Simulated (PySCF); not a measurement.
Molecule: `C(CO)O`, C₂H₆O₂.

Molfile (atoms numbered from 1):
```
C2H6O2
     RDKit          3D

 10  9  0  0  0  0  0  0  0  0999 V2000
    0.2569   -1.3933    0.3378 O   0  0  0  0  0  0  0  0  0  0  0  0
    0.6785   -0.0503    0.2653 C   0  0  0  0  0  0  0  0  0  0  0  0
   -0.3404    0.6669   -0.5915 C   0  0  0  0  0  0  0  0  0  0  0  0
   -1.6210    0.5458   -0.0470 O   0  0  0  0  0  0  0  0  0  0  0  0
    0.7316   -1.8350    1.0471 H   0  0  0  0  0  0  0  0  0  0  0  0
    0.6959    0.4184    1.2681 H   0  0  0  0  0  0  0  0  0  0  0  0
    1.6892    0.0456   -0.1779 H   0  0  0  0  0  0  0  0  0  0  0  0
   -0.0897    1.7378   -0.6545 H   0  0  0  0  0  0  0  0  0  0  0  0
   -0.2885    0.2549   -1.6211 H   0  0  0  0  0  0  0  0  0  0  0  0
   -1.7125   -0.3908    0.1737 H   0  0  0  0  0  0  0  0  0  0  0  0
  1  2  1  0
  2  3  1  0
  3  4  1  0
  1  5  1  0
  2  6  1  0
  2  7  1  0
  3  8  1  0
  3  9  1  0
  4 10  1  0
M  END
```

Geometry PBE0-D3(BJ)/def2-SVP throughout; GIAO in PySCF 2.14, gas phase, one conformer, non-relativistic; equivalent atoms averaged; basis pcSseg-2.

Question: How do the absolute shieldings σ depend on the functional? (ppm; last column core-seconds on shared hosts with different chips, so compare them loosely; the GGAs took longer than the global hybrids here, which isn't the general rule, and the cause wasn't traced)

Answer: 
| functional | kind | O1/O4 | C2/C3 | H6/H7/H8/H9 | H5/H10 | core-s |
| --- | --- | --- | --- | --- | --- | --- |
| HF | Hartree–Fock | 325.8 | 130.6 | 28.38 | 30.00 | 6.5 |
| LDA | LDA | 307.9 | 108.9 | 26.85 | 29.40 | 15 |
| PBE | GGA | 301.5 | 109.1 | 27.34 | 29.97 | 19 |
| BLYP | GGA | 296.2 | 103.5 | 27.51 | 30.08 | 25 |
| BP86 | GGA | 301.8 | 109.1 | 27.41 | 30.05 | 19 |
| OPBE | GGA | 306.0 | 116.7 | 27.45 | 30.07 | 20 |
| KT2 | GGA | 300.4 | 113.7 | 27.37 | 30.02 | 22 |
| KT3 | GGA | 298.5 | 113.2 | 27.59 | 30.17 | 21 |
| B97-D | GGA | 301.0 | 109.6 | 27.58 | 30.12 | 19 |
| B3LYP | global hybrid | 304.7 | 110.1 | 27.69 | 30.04 | 13 |
| PBE0 | global hybrid | 311.0 | 116.7 | 27.61 | 29.96 | 12 |
| mPW1PW91 | global hybrid | 310.4 | 116.1 | 27.67 | 30.02 | 12 |
| WP04 | global hybrid | 296.8 | 103.2 | 28.10 | 30.15 | 17 |
| B97-2 | global hybrid | 309.0 | 116.3 | 27.73 | 30.08 | 17 |
| BHandHLYP | global hybrid | 314.2 | 118.4 | 27.92 | 29.97 | 16 |
| CAM-B3LYP | range-separated hybrid | 312.0 | 114.2 | 27.66 | 29.92 | 21 |
| wB97X-D | range-separated hybrid | 312.6 | 117.2 | 27.76 | 30.06 | 16 |
| LC-wPBE | range-separated hybrid | 321.0 | 121.7 | 27.74 | 30.01 | 26 |

Question: Which nucleus moves most, in ppm?

Answer: O1/O4 (alcohol oxygen): from 296.2 ppm with BLYP to 325.8 ppm with HF. The smallest spread is 0.78 ppm, at H5/H10. Proton shifts span only some 12 ppm, so a few tenths of a ppm matter as much there as several ppm in carbon.
